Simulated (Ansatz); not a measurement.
**How fast does Zn move in ZnSe?**

Computed with DFT PBEsol, scalar-relativistic, plane waves, PAW in Ansatz 0.2.0. Run with 420 eV cutoff, 2×2×2 k-mesh, shifted by half a step, Gaussian smearing of 0.02 eV, no spin polarisation.

Host crystal, relaxed:

```
CELL_PARAMETERS angstrom
0.00000 2.81662 2.81662
2.81662 0.00000 2.81662
2.81662 2.81662 0.00000
ATOMIC_POSITIONS crystal
Zn 0.00000 0.00000 0.00000
Se 0.25000 0.25000 0.25000
```

In a supercell of 32 host sites with charge -2, Zn trades places with a neighbouring Zn vacancy, moving 3.85 Å. Climbing-image nudged elastic band at fixed cell; the order of the saddle wasn't checked, and the small cell leaves errors of about a tenth of an eV.

| image | path (Å) | E − E(0) (eV) |
| --- | --- | --- |
| 0 | 0.00 | 0.000 |
| 1 | 0.77 | 0.339 |
| 2 | 1.54 | 0.957 |
| 3 | 2.31 | 1.261 |
| 4 | 3.08 | 0.957 |
| 5 | 3.85 | 0.339 |
| 6 | 4.62 | 0.000 |

Question: What are the barriers forward and back, and what attempt frequency does the shape suggest?

Answer: Forward 1.26 eV, back 1.26 eV, the ends being level. For a sinusoidal profile E_b sin²(πx/l), with the Zn atom alone moving, ν = (1/l)√(E_b/2m) = 2.5×10¹² s⁻¹, within an order of magnitude of the customary 10¹³ s⁻¹; a true prefactor needs the vibrations at the minimum and at the saddle.

Question: With ν = 10¹³ s⁻¹, how often does the exchange happen at 300, 600 and 1000 K once atom and vacancy are neighbours, taking the host as solid throughout? Does that give the diffusivity?

Answer: k = ν exp(−E_b/k_BT):
```csv
T (K),k (1/s),wait (s)
300,6.4×10⁻⁹,1.6×10⁸
600,254,3.9×10⁻³
1000,4.4×10⁶,2.3×10⁻⁷
```

No. The atom can jump only when a vacancy is beside it, so where vacancies are thermal the activation energy of diffusion adds the vacancy's formation energy; where doping, quenching or off-stoichiometry fixes their number, it doesn't. And repeated exchanges only swap the two back and forth: Zn gets on when the vacancy moves round it by other jumps, which the correlation factor counts. An error of 0.1 eV in the barrier changes k by a factor of 48 at 300 K and 3.2 at 1000 K.

Cost: 1 run of about 2.4 core-hours, on Intel Xeon Platinum 8259CL (Skylake/Cascade Lake) (shared hosts).